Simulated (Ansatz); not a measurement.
## Notes on HPb3

```yaml
crystal:
  lattice:
    - [4.67664, 0.00000, 0.00000]
    - [-0.27931, -4.59013, 0.00000]
    - [0.00000, 0.00000, 17.42341]
  atoms:
    - { symbol: Pb, position: [0.95376, 0.48508, 0.08137] }
    - { symbol: Pb, position: [0.98609, 0.49272, 0.36993] }
    - { symbol: Pb, position: [0.50406, 0.43955, 0.20684] }
    - { symbol: Pb, position: [0.46059, 0.46461, 0.47238] }
    - { symbol: Pb, position: [0.55252, 0.05570, 0.04926] }
    - { symbol: Pb, position: [0.53022, 0.95992, 0.35485] }
    - { symbol: H, position: [0.02282, 0.97495, 0.20239] }
    - { symbol: H, position: [0.95296, 0.97702, 0.48780] }
```

Level: m-r2SCAN, no spin polarisation; 500 eV; 4×4×1 Γ-centred mesh; fermi-dirac occupations (width 0.1 eV); Ansatz 0.2.0, fixed geometry.

Question: How is the charge shared?

Answer: Bader charges in e: H -0.39, Pb -0.02 to +0.31. In the mean Pb gives up most and H takes most, against the order of Pauling's electronegativities.

Question: Describe some of the short contacts.

Answer: Pb–Pb at 2.70 Å: least valence density 0.43 e/Å³ and ELF 0.35 there. Pb–H at 3.01 Å: least valence density 0.09 e/Å³ and ELF 0.24 there. These are pseudo-fields; inside the PAW spheres they differ from the all-electron ones.

Question: Which atom feels the largest force, and which way?

Answer: The largest is on Pb1: 2.92 eV/Å, components (2.17, -1.92, 0.34). It makes 171° with the line to a nearest neighbour, Pb5 at 2.70 Å, pointing away from it.

Question: Is there a gap?

Answer: It is a metal, with about 4.2 states/eV a cell as the mean within 0.25 eV of the Fermi level, mostly Pb p (74 %) and H s (17 %).

Question: What is the formation energy?

Answer: 0.76 eV an atom against the elements' usual phases (free molecules for gases, crystals otherwise, with no correction for O₂ or N₂), so at this geometry it isn't bound against them. Relaxing would lower it.

Origin: a slab in vacuum, so it need not be a known compound. Caveats: the exchange-correlation potential is rough where the density is thin; the k mesh is coarse if the cell is a metal; atoms or cell far from equilibrium; stress is the mean over slab and vacuum; m-r2SCAN is r2SCAN with a changed spin dependence that lowers moments.
